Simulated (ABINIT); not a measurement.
# Quasiparticle gap of InP (F-43m) in ABINIT, part 2 of 3

How does a plane-wave GW calculation on InP (F-43m) run from the first input to the gap?

ABINIT 10.8.3; PBE and many-body steps on it, plane waves. Known limits of the many-body steps: not at the basis limit; mesh may overstate the screening; no spin-orbit coupling; coarse k mesh.

So far. Step 2 (Ground state): The gap is direct, at Γ.

### 3. Bands along the symmetry lines

Level of this step: DFT, PBE, plane waves, norm-conserving pseudopotentials (ABINIT).

The cheap functional maps the bands first; the places of the edges decide which points the dearer methods must see.

File run.abi:

```
acell 3*1.0 Angstrom
rprim 
  -0.000000000000 2.934350000000 2.934350000000
  2.934350000000 -0.000000000000 2.934350000000
  2.934350000000 2.934350000000 -0.000000000000
ntypat 2
znucl 49 15
natom 2
typat 1 2
xred 
  0.000000000000 0.000000000000 0.000000000000
  0.250000000000 0.250000000000 0.250000000000
pp_dirpath "pseudos"
pseudos "In.upf, P.upf"
ecut 33
iscf -2
irdden 1
kptopt 0
nkpt 50
kpt 
  0.00000000 0.00000000 0.00000000
  -0.06250000 -0.06250000 0.00000000
  -0.12500000 -0.12500000 0.00000000
  -0.18750000 -0.18750000 0.00000000
  -0.25000000 -0.25000000 0.00000000
  -0.31250000 -0.31250000 0.00000000
  -0.37500000 -0.37500000 0.00000000
  -0.43750000 -0.43750000 0.00000000
  -0.50000000 -0.50000000 0.00000000
  -0.48437500 -0.48437500 0.03125000
  -0.46875000 -0.46875000 0.06250000
  -0.45312500 -0.45312500 0.09375000
  -0.43750000 -0.43750000 0.12500000
  -0.42187500 -0.42187500 0.15625000
  -0.40625000 -0.40625000 0.18750000
  -0.39062500 -0.39062500 0.21875000
  -0.37500000 -0.37500000 0.25000000
  -0.37500000 0.00000000 0.37500000
  -0.32812500 0.00000000 0.32812500
  -0.28125000 0.00000000 0.28125000
  -0.23437500 0.00000000 0.23437500
  -0.18750000 0.00000000 0.18750000
  -0.14062500 0.00000000 0.14062500
  -0.09375000 0.00000000 0.09375000
  -0.04687500 0.00000000 0.04687500
  0.00000000 0.00000000 0.00000000
  0.00000000 0.00000000 0.06250000
  0.00000000 0.00000000 0.12500000
  0.00000000 0.00000000 0.18750000
  0.00000000 0.00000000 0.25000000
  0.00000000 0.00000000 0.31250000
  0.00000000 0.00000000 0.37500000
  0.00000000 0.00000000 0.43750000
  -0.00000000 -0.00000000 0.50000000
  -0.06250000 -0.03125000 0.46875000
  -0.12500000 -0.06250000 0.43750000
  -0.18750000 -0.09375000 0.40625000
  -0.25000000 -0.12500000 0.37500000
  -0.31250000 -0.15625000 0.34375000
  -0.37500000 -0.18750000 0.31250000
  -0.43750000 -0.21875000 0.28125000
  -0.50000000 -0.25000000 0.25000000
  -0.50000000 -0.28125000 0.21875000
  -0.50000000 -0.31250000 0.18750000
  -0.50000000 -0.34375000 0.15625000
  -0.50000000 -0.37500000 0.12500000
  -0.50000000 -0.40625000 0.09375000
  -0.50000000 -0.43750000 0.06250000
  -0.50000000 -0.46875000 0.03125000
  -0.50000000 -0.50000000 0.00000000
istwfk *1
nband 20
nbdbuf 2
tolwfr 1e-08
nstep 40
prtwf 0
prtvol 0
indata_prefix "in"
outdata_prefix "out"
tmpdata_prefix "tmp"
```

Run with:

```bash
$ OMP_NUM_THREADS=1 mpirun -n 8 abinit run.abi > log
```

Numbers of over 12 decimals in the logs are rounded to 6 here.

Output:

```text
.Version 10.8.3 of ABINIT. v10.8.2 released Aug 2026.

 Symmetries : space group F-4 3 m (#216); Bravais cF (face-center cubic)
[... echo of the input left out ...]
== DATASET  1 ==================================================================
-   mpi_nproc: 8, omp_nthreads: 1 (-1 if OMP is not activated)

--- !DatasetInfo
iteration_state: {dtset: 1, }
dimensions: {natom: 2, nkpt: 50, mband: 20, nsppol: 1, nspinor: 1, nspden: 1, mpw: 3119, }
cutoff_energies: {ecut:  33.0, pawecutdg:  -1.0, }
electrons: {nelect:   2.60000000E+01, charge:   0.00000000E+00, occopt:   1.00000000E+00, tsmear:   1.00000000E-02, }

 Real(R)+Recip(G) space primitive vectors, cartesian coordinates (Bohr,Bohr^-1):
 R(1)=  0.0000000  5.5451179  5.5451179  G(1)= -0.0901694  0.0901694  0.0901694
 R(2)=  5.5451179  0.0000000  5.5451179  G(2)=  0.0901694 -0.0901694  0.0901694
 R(3)=  5.5451179  5.5451179  0.0000000  G(3)=  0.0901694  0.0901694 -0.0901694
 Unit cell volume ucvol=  3.4100625E+02 bohr^3
 Angles (23,13,12)=  6.00000000E+01  6.00000000E+01  6.00000000E+01 degrees

 getcut: wavevector=  0.0000  0.0000  0.0000  ngfft=  45  45  45
         ecut(hartree)=     33.000   => boxcut(ratio)=   2.16973

--- Pseudopotential description ------------------------------------------------
- In Generated using ONCVPSP code by D. R. Hamann
- 49.00000  21.00000  171031                  znucl, zion, pspdat
12 -101130 2 -1 1964                          pspcod,pspxc,lmax,lloc,mmax
     nproj     2     2     2
  pspatm : epsatm=   33.77322108
         --- l  ekb(1:nproj) -->
             0    8.444792   -0.551410
             1    2.489821   -1.164509
             2   -3.311344   -0.947824
 pspatm: atomic psp has been read  and splines computed

- P Generated using ONCVPSP code by D. R. Hamann
- 15.00000   5.00000  171031                  znucl, zion, pspdat
12 -101130 2 -1 1298                          pspcod,pspxc,lmax,lloc,mmax
     nproj     2     2     2
  pspatm : epsatm=    8.05910421
         --- l  ekb(1:nproj) -->
[...]
pspatm: atomic psp has been read  and splines computed

--------------------------------------------------------------------------------

================================================================================
 prteigrs : about to open file out_EIG
 Non-SCF case, kpt    1 (  0.00000  0.00000  0.00000), residuals and eigenvalues=
  3.13E-09  2.75E-09  4.34E-09  5.45E-09  1.60E-09  2.66E-09  5.55E-09  1.31E-09
  3.76E-09  9.16E-10  2.53E-09  6.27E-09  8.00E-09  5.52E-09  1.97E-09  5.37E-09
  8.57E-09  4.06E-09  6.71E-09  2.65E-07
 -4.0473E+00 -2.5212E+00 -2.5212E+00 -2.5212E+00 -3.4094E-01 -3.4094E-01
 -3.4094E-01 -3.3551E-01 -3.3551E-01 -2.4140E-01  1.8090E-01  1.8090E-01
  1.8090E-01  2.0616E-01  3.3111E-01  3.3111E-01  3.3111E-01  4.9603E-01
  5.2661E-01  5.2661E-01
 Non-SCF case, kpt    2 ( -0.06250 -0.06250  0.00000), residuals and eigenvalues=
[...]
5.0909E-01  5.2797E-01
 Non-SCF case, kpt    3 ( -0.12500 -0.12500  0.00000), residuals and eigenvalues=
[...]
4.40E-09  6.47E-09  1.55E-08  1.47E-08
[...]
5.3197E-01  5.3968E-01
[...]
Non-SCF case, kpt   49 ( -0.50000 -0.46875  0.03125), residuals and eigenvalues=
[...]
5.7960E-01  6.1392E-01
 Non-SCF case, kpt   50 ( -0.50000 -0.50000  0.00000), residuals and eigenvalues=
[...]
-3.3712E-01 -3.3712E-01 -3.3416E-01 -1.5473E-01 -2.9791E-02  9.6122E-02
  9.6122E-02  2.4583E-01  2.6424E-01  5.1911E-01  5.3215E-01  5.3215E-01
  5.7692E-01  6.1404E-01

--- !ResultsGS
iteration_state: {dtset: 1, }
comment   : Summary of ground state results
lattice_vectors:
- [ -0.0000000,   5.5451179,   5.5451179, ]
- [  5.5451179,  -0.0000000,   5.5451179, ]
- [  5.5451179,   5.5451179,  -0.0000000, ]
lattice_lengths: [   7.84198,    7.84198,    7.84198, ]
lattice_angles: [ 60.000,  60.000,  60.000, ] # degrees, (23, 13, 12)
lattice_volume:   3.4100625E+02
convergence: {deltae:  0.000E+00, res2:  0.000E+00, residm:  9.998E-09, diffor:  0.000E+00, }
etotal    :  -2.06381893E+02
entropy   :   0.00000000E+00
fermie    :   1.80897190E-01
cartesian_stress_tensor: null
pressure_GPa: null
xred      :
- [  0.0000E+00,   0.0000E+00,   0.0000E+00, In]
- [  2.5000E-01,   2.5000E-01,   2.5000E-01,  P]
cartesian_forces: null
force_length_stats: {min: null, max: null, mean: null, }

 Integrated electronic density in atomic spheres:
 ------------------------------------------------
 Atom  Sphere_radius  Integrated_density
[...]
================================================================================

 ----iterations are completed or convergence reached----

 Mean square residual over all n,k,spin=   46.820E-10; max=  99.980E-10
 reduced coordinates (array xred) for    2 atoms
       0.000000000000      0.000000000000      0.000000000000
       0.250000000000      0.250000000000      0.250000000000

 cartesian coordinates (angstrom) at end:
[...]
length scales=  1.889726125908  1.889726125908  1.889726125908 bohr
              =  1.000000000000  1.000000000000  1.000000000000 angstroms
 prteigrs : about to open file out_EIG
 Eigenvalues (hartree) for nkpt=  50  k points:
 kpt#   1, nband= 20, wtk=  1.00000, kpt=  0.0000  0.0000  0.0000 (reduced coord)
[...]
kpt#   2, nband= 20, wtk=  1.00000, kpt= -0.0625 -0.0625  0.0000 (reduced coord)
[...]
kpt#   3, nband= 20, wtk=  1.00000, kpt= -0.1250 -0.1250  0.0000 (reduced coord)
[...]
kpt#  49, nband= 20, wtk=  1.00000, kpt= -0.5000 -0.4687  0.0313 (reduced coord)
[...]
0.52476    0.53621    0.57960    0.61392
 kpt#  50, nband= 20, wtk=  1.00000, kpt= -0.5000 -0.5000  0.0000 (reduced coord)
  -4.04727   -2.52125   -2.52125   -2.52125   -0.34750   -0.33725   -0.33712   -0.33712
  -0.33416   -0.15473   -0.02979    0.09612    0.09612    0.24583    0.26424    0.51911
   0.53215    0.53215    0.57692    0.61404

== END DATASET(S) ==============================================================
================================================================================

 -outvars: echo values of variables after computation  --------
            nband          20
             nkpt          50
          spgroup         216
 [... the other variables as echoed above ...]

 Calculation completed.
```

Elapsed: 11 s, on 8 MPI ranks of Arm Neoverse V1, shared host; peak memory 0.53 GiB; 89 s of CPU time.

Numbers from this step:

- gap: 0.6874 eV
- k of the valence top: 0, 0, 0
- k of the conduction bottom: 0, 0, 0
- least direct gap: 0.6874 eV

The gap is 0.687 eV, as in the run before at this level.

The electronic bands at the labelled points (eV, zero at the top of the highest filled band):

```csv
point,band 10,band 11,band 12,band 13,band 14,band 15,band 16,band 17
Γ,-11.49,0.00,0.00,0.00,0.69,4.09,4.09,4.09
halfway,-10.60,-3.33,-1.40,-1.40,2.49,3.12,6.37,6.37
X,-9.13,-5.73,-2.31,-2.31,1.77,2.27,9.20,9.56
halfway,-9.12,-5.69,-2.73,-2.21,2.04,2.87,8.38,8.69
U,-9.15,-5.59,-3.29,-1.93,2.36,4.39,7.50,7.53
jump to K,-9.15,-5.59,-3.29,-1.93,2.36,4.39,7.50,7.53
halfway,-10.51,-3.79,-2.00,-0.57,2.82,4.69,4.99,5.21
Γ,-11.49,0.00,0.00,0.00,0.69,4.09,4.09,4.09
halfway,-10.82,-3.43,-0.55,-0.55,1.78,4.79,4.79,5.32
L,-9.78,-5.71,-0.97,-0.97,1.49,4.80,4.80,7.11
halfway,-9.47,-5.53,-2.68,-1.62,3.16,4.19,5.87,7.21
W,-9.06,-5.58,-2.94,-2.89,4.29,4.37,5.56,6.21
halfway,-9.10,-5.66,-2.64,-2.63,2.69,3.10,7.65,7.73
X,-9.13,-5.73,-2.31,-2.31,1.77,2.27,9.20,9.56
```

The electronic bands as a text plot (rows in eV, shown from -8.0 to 6.7 only):

```
    6.4 |     ++            ++                 +         ++++
    5.8 |    +              ++               ++      +++++++
    5.2 |                  ++++++++++       +++   +++
    4.5 | +++             +     ++++++   ++++  +++++++  +++
    3.9 |++              +         ++++++             ++++ ++
    3.3 |  ++ ++        +                             ++    ++
    2.7 |    ++++++    +   ++++++++                  +       +++
    2.1 |  ++   +++++++++++        ++      +        +         +++
    1.5 | +          +               +   ++ ++++++++
    0.9 |+                            +++
    0.3 |*                           ***
   -0.4 | ***                   ******  *****
   -1.0 |    *              ****     *       ********
   -1.6 |  ** ****         *     ****    **         ***
   -2.2 |    *    *********     *                    * **      **
   -2.8 |              **     ** **        *          ** ******
   -3.4 |     **         *****              *           **
   -4.0 |       **              *            **
   -4.6 |         *           **
   -5.2 |          **      ***                 **     ***
   -5.9 |            ******                      *****   ********
   -6.5 |
   -7.1 |
   -7.7 |
         Γ           X  U|K            Γ         L        W     X
```

### 4. Empty states on the mesh, 4×4×4 mesh, 153 bands

The sums over transitions need many empty states on a uniform mesh; this step solves for them.

File run.abi:

```
acell 3*1.0 Angstrom
rprim 
  -0.000000000000 2.934350000000 2.934350000000
  2.934350000000 -0.000000000000 2.934350000000
  2.934350000000 2.934350000000 -0.000000000000
ntypat 2
znucl 49 15
natom 2
typat 1 2
xred 
  0.000000000000 0.000000000000 0.000000000000
  0.250000000000 0.250000000000 0.250000000000
pp_dirpath "pseudos"
pseudos "In.upf, P.upf"
ecut 33
ngkpt 4 4 4
nshiftk 1
shiftk 0 0 0
kptopt 1
chksymbreak 0
irdden 1
istwfk *1
nband 153
prtvol 0
optdriver 6
gwr_task "HDIAGO"
paral_kgb 0
occopt 1
indata_prefix "in"
outdata_prefix "out"
tmpdata_prefix "tmp"
```

Output:

```text
[banner, memory and clock lines left out]
.Version 10.8.3 of ABINIT. v10.8.2 released Aug 2026.

 Symmetries : space group F-4 3 m (#216); Bravais cF (face-center cubic)
[... echo of the input left out ...]
== DATASET  1 ==================================================================
-   mpi_nproc: 8, omp_nthreads: 1 (-1 if OMP is not activated)

--- !DatasetInfo
iteration_state: {dtset: 1, }
dimensions: {natom: 2, nkpt: 8, mband: 153, nsppol: 1, nspinor: 1, nspden: 1, mpw: 3119, }
cutoff_energies: {ecut:  33.0, pawecutdg:  -1.0, }
electrons: {nelect:   2.60000000E+01, charge:   0.00000000E+00, occopt:   1.00000000E+00, tsmear:   1.00000000E-02, }

.Using double precision arithmetic; gwpc =  8

- Reading GS density from: in_DEN

--- Pseudopotential description ------------------------------------------------
- In Generated using ONCVPSP code by D. R. Hamann
- 49.00000  21.00000  171031                  znucl, zion, pspdat
12 -101130 2 -1 1964                          pspcod,pspxc,lmax,lloc,mmax
     nproj     2     2     2
  pspatm : epsatm=   33.77322108
         --- l  ekb(1:nproj) -->
             0    8.444792   -0.551410
             1    2.489821   -1.164509
             2   -3.311344   -0.947824
 pspatm: atomic psp has been read  and splines computed

- P Generated using ONCVPSP code by D. R. Hamann
- 15.00000   5.00000  171031                  znucl, zion, pspdat
12 -101130 2 -1 1298                          pspcod,pspxc,lmax,lloc,mmax
     nproj     2     2     2
  pspatm : epsatm=    8.05910421
         --- l  ekb(1:nproj) -->
             0    6.598722    1.052341
             1    3.369366    0.884600
             2   -3.154982   -0.827415
 pspatm: atomic psp has been read  and splines computed

   1.08764046E+03                                ecore*ucvol(ha*bohr**3)

 Total charge density [el/Bohr^3]
)     Maximum=    2.8179E+00  at reduced coord.    0.0222    0.0667    0.9111
)     Minimum=    1.9877E-03  at reduced coord.    0.5111    0.4889    0.4889
   Integrated=    2.6000E+01

 === KS gaps after direct diagonalization ===
 Direct band gap semiconductor
 Fundamental gap:     0.688 (eV)
   VBM:     4.922 (eV) at k: [ 0.0000E+00,  0.0000E+00,  0.0000E+00]
   CBM:     5.610 (eV) at k: [ 0.0000E+00,  0.0000E+00,  0.0000E+00]
 Direct gap:         0.688 (eV) at k: [ 0.0000E+00,  0.0000E+00,  0.0000E+00]

== END DATASET(S) ==============================================================

 -outvars: echo values of variables after computation  --------
           etotal      0.0000000000E+00
            nband         153
             nkpt           8
          spgroup         216
 [... the other variables as echoed above ...]

 Calculation completed.
```

Wall time 31 s (8 MPI ranks); peak memory 4.6 GiB; 4.1 min of CPU time.

Numbers from this step:

```
gap                                                           : 0.6876 eV
k of the valence top                                          : 0, 0, 0
k of the conduction bottom                                    : 0, 0, 0
least direct gap                                              : 0.6876 eV
k points computed                                             : 8
lowest point of the top converged band, above the valence top : 98.9468 eV
```

On this mesh the gap is 0.688 eV.

### 5. Screening, 4×4×4 mesh, 145 bands, screening to 163.3 eV

The RPA dielectric matrix is built and inverted for each q.

This step: RPA screening on PBE, plane waves, norm-conserving pseudopotentials.

run.abi: that of step 4 with these lines changed.

```diff
@@ -20,10 +20,11 @@
 chksymbreak 0
-irdden 1
 istwfk *1
-nband 153
-prtvol 0
-optdriver 6
-gwr_task "HDIAGO"
-paral_kgb 0
 occopt 1
+irdwfk 1
+optdriver 3
+nband 145
+ecuteps 6
+inclvkb 2
+awtr 1
+symchi 1
 indata_prefix "in"
```

Output:

```text
.Version 10.8.3 of ABINIT. v10.8.2 released Aug 2026.

 Symmetries : space group F-4 3 m (#216); Bravais cF (face-center cubic)
[... echo of the input left out ...]
== DATASET  1 ==================================================================
-   mpi_nproc: 8, omp_nthreads: 1 (-1 if OMP is not activated)

--- !DatasetInfo
iteration_state: {dtset: 1, }
dimensions: {natom: 2, nkpt: 8, mband: 145, nsppol: 1, nspinor: 1, nspden: 1, mpw: 3119, }
cutoff_energies: {ecut:  33.0, pawecutdg:  -1.0, }
electrons: {nelect:   2.60000000E+01, charge:   0.00000000E+00, occopt:   1.00000000E+00, tsmear:   1.00000000E-02, }

 SCREENING: Calculation of the susceptibility and dielectric matrices

 Based on a program developped by R.W. Godby, V. Olevano, G. Onida, and L. Reining.
 Incorporated in ABINIT by V. Olevano, G.-M. Rignanese, and M. Torrent.
.Using double precision arithmetic ; gwpc =  8

[... cell and pseudopotentials left out ...]
--------------------------------------------------------------------------------

 ==== K-mesh for the wavefunctions ====
 Number of points in the irreducible wedge :     8
[... list of points left out ...]
 Together with 24 symmetry operations and time-reversal symmetry
 yields    64 points in the full Brillouin Zone.

 ==== Q-mesh for the screening function ====
 Number of points in the irreducible wedge :     8
[... list of points left out ...]
 Together with 24 symmetry operations and time-reversal symmetry
 yields    64 points in the full Brillouin Zone.

 setmesh: FFT mesh size selected  =    30x   30x   30
          total number of points  =        27000

 vcoul_init : cutoff-mode = AUXILIARY_FUNCTION
 q-points for optical limit:   1
     1)      0.000010    0.000020    0.000030

- screening: taking advantage of time-reversal symmetry
- Maximum band index for partially occupied states nbvw = 13
- Remaining bands to be divided among processors   nbcw = 132
- Number of bands treated by each node ~16

 Number of electrons calculated from density =   26.0000; Expected =   26.0000
 average of density, n =  0.076245
 r_s =    1.4630
 omega_plasma =   26.6355 [eV]

 calculating chi0 at frequencies [eV] :
  1    0.000000E+00    0.000000E+00
  2    0.000000E+00    2.663552E+01

--------------------------------------------------------------------------------
  q-point number  1        q = ( 0.000000, 0.000000, 0.000000) [r.l.u.]
--------------------------------------------------------------------------------
[... chi0 elements left out ...]
 For q-point:  0.000010 0.000020 0.000030
  dielectric constant =  47.1961
  dielectric constant without local fields =  49.8094

  Average fulfillment of the sum rule on Im[epsilon] for q-point    1 :     70.97  [%]
[... wings left out ...]
  q-point number  2        q = ( 0.250000, 0.000000, 0.000000) [r.l.u.]
--------------------------------------------------------------------------------
[... chi0 elements left out ...]
  Average fulfillment of the sum rule on Im[epsilon] for q-point    2 :     81.67  [%]

 [... 6 further q-points ...]
```

Wall time 29 s (8 MPI ranks); peak memory 1.5 GiB; 3.9 min of CPU time.

This step gave:

```
ε∞ with local fields, on this mesh, along the program's q direction : 47.20
the same without local fields                                       : 49.81
plasma frequency                                                    : 26.64 eV
plane waves in the screening matrix                                 : 259
```

Local fields lower ε∞ by 5 %. On a Γ-centred mesh this coarse the value itself is usually too large, while a short band sum pulls it down.

(Part 2 of 3 ends here.)

[Paths, hosts, dates, memory and timing lines, banners, echoed tables and standing remarks are left out of the program output.]

[Logs are printed without paths, hosts, clocks, repeated set-up lines and the standing remarks that a program may print on its own settings, such as how far it seeks lower states.]

[Runs of the session that timed out or met a known fault of the program may be left out.]

[Hosts, paths, dates, database ids (printed as entryN), source tags and the programs' standing remarks are cut or masked in the printed files.]

[G0W0 gaps are taken among the corrected bands and points alone; a level outside them can change the order at an edge.]

[Where Ansatz stands beside ABINIT at settings called matched, ABINIT's density can come from a denser mesh and the files from another edition; pairs whose starting gaps differed by over 0.03 eV were left out, so agreement reads better than it is.]
